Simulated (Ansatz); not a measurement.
Structure: ZnSnN2 as one 8-atom ordering (I-42d) on the zincblende lattice, at its r2SCAN minimum. Space group I-42d (No. 122), tetragonal; a = 4.746 Å, c = 9.575 Å in the conventional setting, 13.48 Å³ an atom. Around Zn lie 4 N at 2.05 Å; around N lie 2 Zn at 2.05 Å and 2 Sn at 2.07 Å; around Sn lie 4 N at 2.07 Å.

```cif
data_structure
_symmetry_space_group_name_H-M 'P 1'
_symmetry_Int_Tables_number 1
_cell_length_a 5.8464
_cell_length_b 5.8464
_cell_length_c 5.8464
_cell_angle_alpha 132.108
_cell_angle_beta 132.108
_cell_angle_gamma 70.058
_cell_volume 107.82
loop_
_atom_site_label
_atom_site_type_symbol
_atom_site_fract_x
_atom_site_fract_y
_atom_site_fract_z
_atom_site_occupancy
Zn1 Zn 0.00000 0.00000 0.00000 1
N1 N 0.37500 0.37181 0.49681 1
Zn2 Zn 0.75000 0.25000 0.50000 1
N2 N 0.12181 0.62500 0.99681 1
Sn1 Sn 0.50000 0.50000 0.00000 1
N3 N 0.87500 0.87819 0.50319 1
Sn2 Sn 0.25000 0.75000 0.50000 1
N4 N 0.62819 0.12500 0.00319 1
```

The questions ask for values computed with Ansatz on this geometry. All values are calculated for a non-magnetic cell, which may be hypothetical.

**Question.** What gap does r2SCAN give, and where are the band edges?

**Answer.** r2SCAN gives a direct gap of 0.39 eV at Γ.

**Question.** Estimate the gap with PBE+SOC on 8×8×8.

**Answer.** With PBE+SOC the gap is 0.08 eV and direct, at Γ. (With 0.02 eV of smearing so small a gap leaves both edges partly filled, and it could close between the points sampled.) Spin-orbit coupling itself accounts for -0.01 eV. The gap differs by -0.31 eV from r2SCAN's.

**Question.** What does HSE06 give for the gap (4×4×4 mesh)?

**Answer.** HSE06 gives a direct gap of 1.18 eV at Γ. The gap differs by +0.79 eV from r2SCAN's.

**Question.** What do these levels agree on?

**Answer.** r2SCAN covers 28 % of the step from PBE to HSE06. For gaps to 0.1 eV, spin-orbit coupling (up to 0.01 eV here) can be left out. Among these functionals the gap stays direct.

Only the levels marked +SOC include spin-orbit coupling.

The meshes of the hybrids are coarse, so their gaps aren't converged to the digits shown.

Gaps under 0.1 eV (PBE, PBE+SOC) can't be told from a closed one: the bands may be in normal order or already inverted, which a gap's size doesn't show.
